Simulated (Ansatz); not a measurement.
The system is WS2.

```
W S
1.0
     1.57900    0.91164    6.16333
    -1.57900    0.91164    6.16333
     0.00000   -1.82327    6.16333
W S
1 2
Direct
  0.00000 0.00000 0.00000
  0.58100 0.58100 0.58100
  0.75030 0.75030 0.75030
```

Measurements of this composition are mostly on another form, of space group No. 194.

| Quantity | Value |
| --- | --- |
| Program | Ansatz 0.2.0 |
| Task | relaxation of cell and atoms |
| Functional | PBE |
| Dispersion | D4 |
| Potentials or basis | Ansatz PAW |
| Cutoff | 420 eV (not typed: the program's choice for these potentials) |
| k mesh | 10 × 10 × 10 |
| Occupations | fermi-dirac, width 0.05 eV |
| Spin | no spin polarisation |

At the start: volume 17.74 Å³/atom.

How do energy, volume and symmetry change on relaxing?

It ends after 5 steps and the volume is 17.50 Å³/atom (-1.4 %); space group R3m (No. 160, to 0.05 Å).

The path:
```tsv
step	energy change (eV)	largest force (eV/Å)	volume (Å³)
1	0.0000	0.6092	53.23
2	-0.0057	0.2534	51.82
3	-0.0095	0.0227	52.56
4	-0.0096	0.0043	52.49
5	-0.0094	0.0044	52.49
```

Final structure:
```
CELL_PARAMETERS angstrom
1.57934 0.91183 6.07424
-1.57934 0.91183 6.07424
0.00000 -1.82367 6.07424
ATOMIC_POSITIONS crystal
W 0.99935 0.99935 0.99935
S 0.57965 0.57965 0.57965
S 0.75230 0.75230 0.75230
```

Caveat: the plane-wave basis is chosen anew once the cell has moved, so the energies of steps on either side of that aren't comparable.
